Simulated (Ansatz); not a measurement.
Write the native input for Ansatz 0.2.0 that does the following.

```
Task                : single point
Functional          : PBE
Potentials or basis : all-electron LAPW, scalar-relativistic
Cutoff              : 280 eV (chosen from the basis error)
Basis error allowed : 0.001 eV/atom
k mesh              : 9 × 9 × 9
Occupations         : gaussian, width 0.011 eV
Spin                : no spin polarisation
```

ZnS:

```
Zn S
1.0
     0.00000    2.70200    2.70200
     2.70200    0.00000    2.70200
     2.70200    2.70200    0.00000
Zn S
1 1
Direct
  0.75000 0.75000 0.75000
  0.00000 0.00000 0.00000
```

These files were run (other wordings do the same):

input.yaml

```yaml
crystal:
  lattice:
    - [0.0, 2.702, 2.702]
    - [2.702, 0.0, 2.702]
    - [2.702, 2.702, 0.0]
  atoms:
    - { symbol: Zn, position: [0.75, 0.75, 0.75] }
    - { symbol: S, position: [0.0, 0.0, 0.0] }
kpoints:
  mp_grid: { grid: [9, 9, 9] }
scf:
  occupations: { method: gaussian, width: 0.011 }
hamiltonian:
  xc: pbe
  pseudopotentials: { kind: all_electron, lapw: { basis_error: 0.001 } }
output:
  forces: true
  stress: true
  eigenvalues: true
```

Potentials or basis: all-electron LAPW, scalar-relativistic.

Launch:

```bash
$ ansatz run input.yaml --threads 1 --pin off --max-ram 3072MiB --backend cpu --events-out ev --progress --plain --runs-dir out
```

It gave:

| Property | Result |
| --- | --- |
| Pressure | 1.6 GPa |
| Band gap on the k mesh | 2.11 eV, direct |

Wall time 14 s on 1 thread of Arm Neoverse V1, on a shared host, peak memory 0.27 GiB.
